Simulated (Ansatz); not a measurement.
## Stability checks on a candidate for Ge

The cell was found from a structure generator's guess, not taken from experiment.

Level of theory: DFT PBE, scalar-relativistic, plane waves, PAW (Ansatz). Plane waves to 420 eV, a 6×6×10 mesh through Γ for the 8-atom cell and 0.10 eV Gaussian smearing; no spin polarisation.

```yaml
crystal:
  lattice:
    - [3.41089, -7.06733, 0.00000]
    - [3.41089, 7.06733, 0.00000]
    - [0.00000, 0.00000, 4.06884]
  atoms:
    - { symbol: Ge, position: [0.14846, 0.48387, 0.00000] }
    - { symbol: Ge, position: [0.85154, 0.51613, 0.00000] }
    - { symbol: Ge, position: [0.51613, 0.85154, 0.00000] }
    - { symbol: Ge, position: [0.48387, 0.14846, 0.00000] }
    - { symbol: Ge, position: [0.90443, 0.72664, 0.50000] }
    - { symbol: Ge, position: [0.09557, 0.27337, 0.50000] }
    - { symbol: Ge, position: [0.27337, 0.09557, 0.50000] }
    - { symbol: Ge, position: [0.72664, 0.90443, 0.50000] }
```

Energies count from the standard state of Ge at the same level.

Question: These tests were run: random kick, then relaxation without symmetry; phonons on a 1×1×2 q mesh; elastic tensor. What do they show?

Answer:

```json
{"test": "random kick, then relaxation without symmetry", "result": "returns"}
{"test": "phonons on a 1×1×2 q mesh", "result": "no imaginary mode on the mesh"}
{"test": "elastic tensor", "result": "least eigenvalue 30 GPa"}
```

It fails none of these tests. Other phases of the system weren't compared here, so this isn't yet thermodynamic stability.

The kick test ran on a coarse mesh. The run for the phonons used a 6×6×10 k mesh and Gaussian smearing of 0.10 eV. The run for the elastic tensor used a 6×6×10 k mesh and Gaussian smearing of 0.10 eV. Another cell of Ge relaxed alike, in P-6m2, lies 43 meV/atom lower, so this cell isn't the stable form at this level.
